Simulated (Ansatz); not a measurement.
**Li: response to strain**

Aim: deform Li (equal xy, yz and zx engineering shear strains of +3 %) and compute stress, forces and field gradients with LAPW, PAW and all-electron datasets made for the crystal.

Program: Ansatz 0.2.0. Level of theory: DFT PBE, scalar-relativistic. These are calculated values, not measurements.

## (1) The starting structure

The structure is cubic, space group Fm-3m (No. 225). The conventional cell has a = 4.404 Å, b = 4.404 Å, c = 4.404 Å, α = 90.00°, β = 90.00°, γ = 90.00°. Li (site symmetry m-3m) is surrounded by 12 Li at 3.11 Å.

Structure file:

```xyz
1
Lattice="0.0000 2.2020 2.2020 2.2020 0.0000 2.2020 2.2020 2.2020 0.0000" Properties=species:S:1:pos:R:3 pbc="T T T"
Li    0.0000    0.0000    0.0000
```

## (2) The deformed structure

Space group Fm-3m before, R-3m after.

## (3) All-electron LAPW

Contents of input.yaml:

```yaml
crystal:
  lattice:
    - [0.06606, 2.23503, 2.23503]
    - [2.23503, 0.06606, 2.23503]
    - [2.23503, 2.23503, 0.06606]
  atoms:
    - { symbol: Li, position: [0.0, 0.0, 0.0] }
kpoints:
  mp_grid: { grid: [13, 13, 13] }
  band_path:
    path:
      - [0.0, 0.0, 0.0]
      - [0.5, 0.5, 0.5]
      - [0.2428775097, 0.5, 0.7571224903]
      - [-0.2428775097, 0.2428775097, 0.5]
      - [0.0, 0.0, 0.5]
      - [0.0, 0.0, 0.0]
      - [-0.3714387548, 0.0, 0.3714387548]
      - [0.0, 0.3714387548, 0.6285612452]
      - [0.0, 0.5, 0.5]
    npoints: 5
scf:
  occupations: { method: fermi_dirac, width: 0.08 }
hamiltonian:
  xc: pbe
  pseudopotentials: { kind: all_electron, lapw: { basis_error: 0.00025 } }
output:
  forces: true
  stress: true
  eigenvalues: true
```

Run with:

```console
$ ansatz run input.yaml --threads 1 --pin off --max-ram 3072MiB --backend cpu --events-out ev --progress --plain --runs-dir out
```

## (4) PAW on the default files

Contents of input.yaml:

```yaml
crystal:
  lattice:
    - [0.06606, 2.23503, 2.23503]
    - [2.23503, 0.06606, 2.23503]
    - [2.23503, 2.23503, 0.06606]
  atoms:
    - { symbol: Li, position: [0.0, 0.0, 0.0] }
kpoints:
  mp_grid: { grid: [13, 13, 13] }
scf:
  occupations: { method: fermi_dirac, width: 0.08 }
hamiltonian:
  xc: pbe
  pseudopotentials: { kind: paw }
output:
  forces: true
  stress: true
  eigenvalues: true
  efg: { contact_densities: true }
  write_density: true
  write_potential: true
  elf: true
  volumetric_format: npy
```

## (5) All-electron PAW on datasets made for the crystal

Edit input.yaml of step 4 so:

```diff
@@ -13,3 +13,3 @@
   xc: pbe
-  pseudopotentials: { kind: paw }
+  pseudopotentials: { kind: all_electron, datasets: crystal }
 output:
@@ -19,5 +19 @@
   efg: { contact_densities: true }
-  write_density: true
-  write_potential: true
-  elf: true
-  volumetric_format: npy
```

(Steps that only read results are left out.)

What does the calculation give? Wanted: pressure; largest shear or deviatoric stress.

**Answer**, as computed:

| quantity | value |
| --- | --- |
| pressure | LAPW -0.67, PAW -0.67, crystal datasets -0.67 GPa |
| largest shear or deviatoric stress (LAPW) | 0.23 GPa |

In words: The largest part of the stress beyond the pressure is 0.23 GPa in size. No run of the undeformed cell stands beside it, so the pressure holds what the given cell had before the change. PAW: stress within 0.01 GPa of LAPW. Crystal datasets: stress within 0.01 GPa of LAPW.
